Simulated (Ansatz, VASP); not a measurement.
## One calculation of Bi, two programs

INCAR

```
SYSTEM = Bi
  PREC = Accurate
  ENCUT = 520
  EDIFF = 1E-6
  ISMEAR = -1
  SIGMA = 0.1
  LREAL = .FALSE.
  LASPH = .TRUE.
  NELM = 60
  ALGO = Normal
  ISIF = 2
  LWAVE = .FALSE.
  LCHARG = .FALSE.
  GGA = B5
  ALDAX = 1.0
  AGGAX = 1.0
  AGGAC = 1.0
  ALDAC = 0.0
  NBANDS = 22
```

Contents of KPOINTS:

```
regular mesh
0
G
  8 8 8
  0 0 0
```

POSCAR

```
Bi
1.0
    0.0000000000      3.8645105077      3.8645105077
    3.8645105077      0.0000000000      3.8645105077
    3.8645105077      3.8645105077      0.0000000000
Bi
2
Direct
    0.1250000000      0.1250000000      0.1250000000
    0.8750000000      0.8750000000      0.8750000000
```

Input for Ansatz:

```yaml
crystal:
  lattice:
    - [0.0, 3.8645105077, 3.8645105077]
    - [3.8645105077, 0.0, 3.8645105077]
    - [3.8645105077, 3.8645105077, 0.0]
  atoms:
    - { symbol: Bi, position: [0.125, 0.125, 0.125] }
    - { symbol: Bi, position: [0.875, 0.875, 0.875] }
hamiltonian:
  xc: blyp
  pseudopotentials:
    kind: paw
    azcp:
      Bi: "pseudopotentials/Bi.paw.azcp"
basis:
  ecutwfc: 420
  fft_grid_basis: typed
kpoints:
  mp_grid: { grid: [8, 8, 8], shift: [0, 0, 0] }
magnetization:
  spin_polarized: false
scf:
  occupations: { method: fermi_dirac, width: 0.1 }
  lower_state_search: "off"
output:
  stress: true
```

Alike in both runs: task single point; functional BLYP; k mesh 8 × 8 × 8; occupations fermi-dirac, width 0.1 eV; no spin polarisation.

```csv
,VASP,Ansatz
version,VASP 6.6.1,Ansatz 0.2.0
potentials or method,"VASP PAW PBE potentials, release 64 (Bi_d)","plane waves (420 eV) with PAW, scalar-relativistic"
plane-wave cutoff (eV),520,420
valence electrons in the cell,30,30
```

```tsv
	VASP	Ansatz	Ansatz less VASP
pressure (GPa)	-2.2	-2.2	-0.01
```

Caveats: the PAW data sets were made with another functional, which shifts forces and pressure a little (VASP).
